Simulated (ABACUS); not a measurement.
## Ag under changes of volume

One of the cells (17.048 Å³/atom); the others are scaled copies at fixed shape and fractional positions:

```
Ag
1.0
     0.00000    2.04275    2.04275
     2.04275    0.00000    2.04275
     2.04275    2.04275    0.00000
Ag
1
Cartesian
  0.0000 0.0000 0.0000
```

| Item | Value |
| --- | --- |
| Program | ABACUS 3.10.1 |
| Functional | PBE |
| Potentials or basis | PseudoDojo NC SR 0.5 PBE standard |
| Cutoff | 1361 eV |
| Density cutoff | 5442 eV |
| Basis | DZP LCAO (the cutoffs set its grid) |
| k mesh | 10 × 10 × 10 |
| Occupations | fermi-dirac, width 0.05 eV |
| Spin | no spin polarisation |

```csv
volume (Å³/atom),energy over the lowest point (meV/atom),pressure (GPa)
16.025,?,?
16.366,52.07,11.2
16.707,31.31,8.3
17.048,16.29,5.8
17.389,6.48,3.5
17.730,1.33,1.5
18.071,0.00,-0.3
```

Task: What does the run at 16.025 Å³/atom give?

Result: Energy over the lowest point 79.32 meV/atom; pressure 14.5 GPa.

Worked out: A Birch-Murnaghan fit of order 3 (a polynomial in V^(-2/3)) to the other rows has its minimum at 18.02 Å³/atom with B0 = V·E''(V) = 89 GPa and B' = 5.8. It gives 79.56 meV/atom at 16.025 Å³/atom, against the run's 79.32, and -dE/dV = 14.6 GPa, against 14.5.

Energies are extrapolated to zero smearing.

Caveats: the atomic orbitals were generated for these runs and aren't a published set; the basis of atomic orbitals isn't converged, which shifts pressures, moduli and gaps.
